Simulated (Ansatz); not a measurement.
**Trial inputs on Pb**

All trials start from this Ansatz input:

```yaml
crystal:
  lattice:
    - [3.4715901269, 0.0, 0.0]
    - [-1.7357950634, 3.0064852414, 0.0]
    - [0.0, 0.0, 5.99738957]
  atoms:
    - { symbol: Pb, position: [0.33333333, 0.66666667, 0.25] }
    - { symbol: Pb, position: [0.66666667, 0.33333333, 0.75] }
basis:
  ecutwfc: 420
kpoints:
  mp_grid: { grid: [6, 6, 4] }
hamiltonian:
  xc: pbe
scf:
  occupations: { method: gaussian, width: 0.1 }
output:
  forces: true
  stress: true
  eigenvalues: true
```

Command:

```bash
ansatz run input.yaml --threads 1 --pin off --max-ram 1331MiB --backend cpu --events-out ev --progress --plain --runs-dir out
```

The run converges in 6 SCF iterations on 21 irreducible k-points: pressure 1.30 GPa, no gap.

The inputs are trials, many of them unsound on purpose. Their numbers show the effect of the settings and aren't properties of the material. Each trial's input is given as a difference from the reference's; energies are extrapolated to zero smearing where there is one, and pressure is positive in compression. Charged cells sit in a uniform background, and their pressures hang on that convention.

Problem. Trial 1:

```diff
 hamiltonian:
-  xc: pbe
+  xc: pbesol
 scf:
-  occupations: { method: gaussian, width: 0.1 }
+  occupations: { method: cold, width: 0.025 }
```

How does this run end?

Solution. The run converges in 5 SCF iterations on 21 irreducible k-points: pressure -1.34 GPa, no gap.

Problem. Trial 2 (volume scaled):

```diff
 crystal:
   lattice:
-    - [3.4715901269, 0.0, 0.0]
-    - [-1.7357950634, 3.0064852414, 0.0]
-    - [0.0, 0.0, 5.99738957]
+    - [3.5285115573, 0.0, 0.0]
+    - [-1.7642557786, 3.0557806462, 0.0]
+    - [0.0, 0.0, 6.0957249093]
 basis:
-  ecutwfc: 420
+  ecutwfc: "26 Ry"
 kpoints:
-  mp_grid: { grid: [6, 6, 4] }
+  mp_grid: { grid: [3, 3, 1], shift: [0.25, 0.25, 0.25] }
 hamiltonian:
-  xc: pbe
+  xc: revpbe
 output:
-  forces: true
-  stress: true
+  forces: false
+  stress: false
```

What does the program give?

Solution. The run converges in 6 SCF iterations on 6 irreducible k-points: no gap. It warns that the cutoff lies under the recommended one, 420 eV for these potentials; that the mesh lowers the symmetry.

Problem. Trial 3:

```diff
 kpoints:
-  mp_grid: { grid: [6, 6, 4] }
+  mp_grid: { grid: [6, 6, 4], shift: [1.5, 0, 0] }
 hamiltonian:
-  xc: pbe
+  xc: lda
 scf:
-  occupations: { method: gaussian, width: 0.1 }
+  occupations: { method: methfessel_paxton, width: 0.097 }
+  max_iter: 57
```

How does this run end?

Solution. The program refuses the input:

```text
Error: invalid value for `kpoints.mp_grid.shift`: each number counts steps of the mesh from Γ, half a step is 0.5 and a whole step moves no point: type 0.5 for a flag of 1, and leave whole steps out of any other number: each must be finite and in (-1, 1); got [1.5, 0, 0]
```

Next try, with these keys changed back:

```diff
 kpoints:
-  mp_grid: { grid: [6, 6, 4], shift: [1.5, 0, 0] }
+  mp_grid: { grid: [6, 6, 4] }
```

The run converges in 7 SCF iterations on 21 irreducible k-points: pressure -2.86 GPa, no gap.

Problem. Trial 4:

```diff
 kpoints:
-  mp_grid: { grid: [6, 6, 4] }
+  mp_grid: { grid: [2, 3, 1] }
 hamiltonian:
+  dispersion: rvv10
 scf:
+  max_iter: 57
```

What does the program give?

Solution. The program refuses the input:

```text
Error: inconsistent input (hamiltonian.dispersion, hamiltonian.xc): `dispersion: rvv10` has no transferable b for PBE exchange — Sabatini et al. (2013) fitted b=6.3 to rPW86, and the PBE refits of Peng & Perdew (2017) are task-dependent (b=6.6 S22 / b=10.0 layered). Use `xc: {exchange: rpw86 …
```

Next try, with these keys changed back:

```diff
 hamiltonian:
-  dispersion: rvv10
```

The run converges in 7 SCF iterations on 4 irreducible k-points: energy 271 meV per atom below the reference, pressure -0.10 GPa, largest force 0.151 eV/Å, no gap. It warns that the mesh lowers the symmetry.

Problem. Trial 5:

```diff
 basis:
-  ecutwfc: 420
+  ecutwfc: 310
 kpoints:
-  mp_grid: { grid: [6, 6, 4] }
+  mp_grid: { kspacing: 1.1 }
 hamiltonian:
-  xc: pbe
+  xc: r2scan
```

What happens?

Solution. The run converges in 7 SCF iterations on 2 irreducible k-points: pressure -1.49 GPa, no gap. It warns that the cutoff lies under the recommended one, 500 eV for these potentials.

Problem. Trial 6:

```diff
 basis:
-  ecutwfc: 420
+  ecutwfc: "10 Ha"
 hamiltonian:
-  xc: pbe
+  xc: lda
+  dispersion: d3bj
 scf:
-  occupations: { method: gaussian, width: 0.1 }
+  occupations: { method: tetrahedron_uncorrected }
+  max_iter: 30
+  convergence: { dr2_threshold: "1e-6 eV" }
+  self_checks: high
```

What happens?

Solution. The run converges in 6 SCF iterations on 21 irreducible k-points: pressure -3.89 GPa, no gap. It warns that the printed bands weren't solved further after the SCF; that the cutoff lies under the recommended one, 420 eV for these potentials; that the dispersion damping is borrowed from another functional; that the SCF threshold is loose for the forces; that the SCF threshold is loose for the stress.

Problem. Trial 7:

```diff
 basis:
+  ecutrho_ratio: 5
 scf:
-  occupations: { method: gaussian, width: 0.1 }
+  occupations: { method: methfessel_paxton, width: "0.02 Ry" }
+  n_extra_bands: 20
+  max_iter: 40
```

How does this run end?

Solution. The run converges in 6 SCF iterations on 21 irreducible k-points: energy 1.38 meV per atom below the reference, pressure 1.20 GPa, no gap.

Problem. Trial 8:

```diff
+total_charge: 1
 basis:
-  ecutwfc: 420
+  ecutwfc: "0.4 keV"
 hamiltonian:
-  xc: pbe
+  xc: pbesol
+  dispersion: rvv10
 scf:
-  occupations: { method: gaussian, width: 0.1 }
+  occupations: { method: methfessel_paxton }
+  algorithm: direct_min
+  max_iter: 88
```

How does this run end?

Solution. The program refuses the input:

```text
Error: YAML parse error: error: line 11 column 12: unknown unit factor `keV`
```

Next try, with these keys changed back:

```diff
 basis:
-  ecutwfc: "0.4 keV"
+  ecutwfc: 420
```

The program refuses the input:

```text
Error: inconsistent input (hamiltonian.dispersion, hamiltonian.xc): `dispersion: rvv10` has no transferable b for PBE exchange — Sabatini et al. (2013) fitted b=6.3 to rPW86, and the PBE refits of Peng & Perdew (2017) are task-dependent (b=6.6 S22 / b=10.0 layered). Use `xc: {exchange: rpw86 …
```

Next try, with these keys changed back:

```diff
 hamiltonian:
-  dispersion: rvv10
```

The run converges in 7 SCF iterations on 21 irreducible k-points: pressure 1.91 GPa (with the neutralising background of the charged cell), no gap.